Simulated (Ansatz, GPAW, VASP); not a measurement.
# SnTe: 3 runs at one level of theory

```xyz
2
Lattice="0.0000 3.1509 3.1509 3.1509 0.0000 3.1509 3.1509 3.1509 0.0000" Properties=species:S:1:pos:R:3 pbc="T T T"
Te    3.1509    3.1509    3.1509
Sn    0.0000    0.0000    0.0000
```

Alike in all runs: task single point; functional PBE; k mesh 7 × 7 × 7; occupations gaussian, width 0.011 eV; no spin polarisation; no spin-orbit coupling. Pressure is positive in compression and, in plane waves, holds the error of the finite cutoff.

| program and potentials | plane-wave cutoff (eV) | notes | pressure (GPa) |
| --- | --- | --- | --- |
| Ansatz, all-electron LAPW, scalar-relativistic | - | - | 2.23 |
| GPAW, GPAW PAW data sets (gpaw-data 1.2.1) | 600 | - | 1.95 |
| VASP, PBE PAW files Sn_d, Te, 520 eV | 520 | - | 2.17 |

The pressure spans 1.95 (GPAW, GPAW PAW data sets (gpaw-data 1.2.1)) to 2.23 GPa (Ansatz, all-electron LAPW, scalar-relativistic), with all-electron results at 2.23.

Differences between rows come from potentials, basis sets and numerical settings, since the functional is the same but for its coding. Runs on potential files found faulty are left out.

All three calculations put rocksalt SnTe under compression at this volume, so PBE would relax the cell outwards. The VASP pressure, 2.17 GPa, lies close to the all-electron 2.23 GPa, while GPAW gives 1.95 GPa, a difference that may come from the data sets or the basis. This spread is small beside the pressure common to all three, which therefore belongs mainly to the functional and the chosen volume rather than to the potentials.

The sign fits the known tendency of PBE to underbind solids of heavy elements, where its gradient correction favours inhomogeneous densities too strongly and so pushes the volume up. In SnTe the bonding rests on half-filled, p-derived σ bonds shared along straight Sn-Te-Sn chains, and the lattice is fairly soft, so a modest error in pressure probably translates into a noticeable error in lattice constant. Expansion also generally favours the polar off-centring of Sn against Te, but a pressure at the undistorted geometry doesn't show whether that instability is present here.
